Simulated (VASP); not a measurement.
Wanted: the native input for a VASP 6.6.1 run.

```yaml
Task: work function
Functional: PBEsol
Potentials_or_basis: VASP PAW PBE potentials, release 64 (Zn, Se)
Cutoff: 520 eV
k_mesh: 4 × 6 × 1
Occupations: gaussian, width 0.05 eV
Spin: no spin polarisation
Vacuum_Å: 10
Dipole_correction: yes
Further_INCAR_settings: ALGO = Fast; EDIFF = 1e-07
```

The structure of ZnSe lies in POSCAR:

```
ZnSe
1.0
    5.6676000000      0.0000000000      0.0000000000
    0.0000000000      4.0075983930      0.0000000000
    0.0000000000      0.0000000000     22.0227951767
Zn Se
7 7
Direct
    0.5000000000      0.5000000000      0.2270374837
    0.0000000000      0.0000000000      0.3180249890
    0.5000000000      0.5000000000      0.4090124945
    0.0000000000      0.0000000000      0.5000000000
    0.5000000000      0.5000000000      0.5909875055
    0.0000000000      0.0000000000      0.6819750110
    0.5000000000      0.5000000000      0.7729625163
    0.7500000000      0.0000000000      0.2270374837
    0.2500000000      0.5000000000      0.3180249890
    0.7500000000      0.0000000000      0.4090124945
    0.2500000000      0.5000000000      0.5000000000
    0.7500000000      0.0000000000      0.5909875055
    0.2500000000      0.5000000000      0.6819750110
    0.7500000000      0.0000000000      0.7729625163
```

One way to write it, as run:

INCAR

```
PREC     = Accurate       # precision mode
ENCUT    = 520            # plane-wave cutoff, eV
EDIFF    = 1E-7           # SCF threshold, eV
ISMEAR   = 0              # smearing method
SIGMA    = 0.05           # smearing width, eV
LREAL    = F              # projectors in reciprocal space
LASPH    = T              # aspherical terms in the spheres
NELM     = 60             # most SCF steps
ALGO     = Fast           # electronic algorithm
ISIF     = 2              # what is computed and relaxed
LWAVE    = F              # write WAVECAR
LCHARG   = T              # write CHGCAR
LDIPOL   = T            
IDIPOL   = 3            
DIPOL    = 0.5 0.5 0.500
GGA      = PS             # functional
LVHAR    = T            
LVACPOTAV= T            
KPAR     = 8
```

KPOINTS

```
regular mesh
0
Gamma
  4 6 1
```

Potentials or basis: VASP PAW PBE potentials, release 64 (Zn, Se).

The run is started by

```sh
$ cat potpaw_PBE.64/Zn/POTCAR potpaw_PBE.64/Se/POTCAR > POTCAR
$ mpirun -np 8 vasp_std > vasp.out
```

Results of the run:

```yaml
Largest_force: 1.559 eV/Å
Band_gap_on_the_k_mesh: 1.03 eV, direct
Ionisation_potential_of_the_upper_face: 5.22 eV
```

Caveat: the PAW data sets were made with another functional, which shifts forces and pressure a little.

Run time: 4.5 min on 8 MPI ranks on AMD EPYC 7R43 64-Core Processor (Zen 3) (shared host), peak memory 0.65 GiB a rank.
